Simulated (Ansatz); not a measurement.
Predict the output of the script below (Ansatz 0.2.0 through its Python package).

`si_robust.py`
```python
"""Refuse a result for Si that has doubts or was not closed by its thresholds."""

import warnings

import ansatz as az


def main() -> None:
    system = (
        az.Lattice.bcc(6.67217)
        .space_group(229)
        .atom("Si", (0.0, 0.5, 0.25))
        .primitive()
    )

    calculation = (
        system.calculation()
        .basis(24 * az.Ha)
        .scf(tolerance=1e-09, max_iterations=150)
        .kpoints(length=27)
        .occupations("fermi_dirac")
        .functional("pbesol")
    )

    with warnings.catch_warnings(record=True) as caught:
        warnings.simplefilter("always")
        done = calculation.forces().stress().run(threads=1, backend="cpu")
    for item in caught:
        if issubclass(item.category, (az.RunWarning, az.DeckWarning)):
            print(item.category.__name__, "-", str(item.message)[:120])
    data = done.report
    doubts = data["published_state_doubts"]
    if doubts or data.get("closed_by") != "deck_thresholds":
        print("rejected:", doubts, data.get("closed_by"))
    else:
        print(f"accepted: F = {data['free_energy_ev']:.5f} eV")


if __name__ == "__main__":
    main()
```

Running `python si_robust.py` prints:
```text
DeckWarning - output.stress: scf.convergence.dr2_threshold = 1e-9 eV is looser than the 6e-10 eV advised for a printed stress (1e-10 e
accepted: F = -3727.45715 eV
```

What to keep in mind:
- These settings explore the input space; cutoff and mesh may be short of convergence.
- This isn't the structure that Si takes at ambient conditions.
- Hardware and time: 5.4 s on 1 thread of Arm Neoverse V1, on a shared host, peak memory 0.5 GiB.
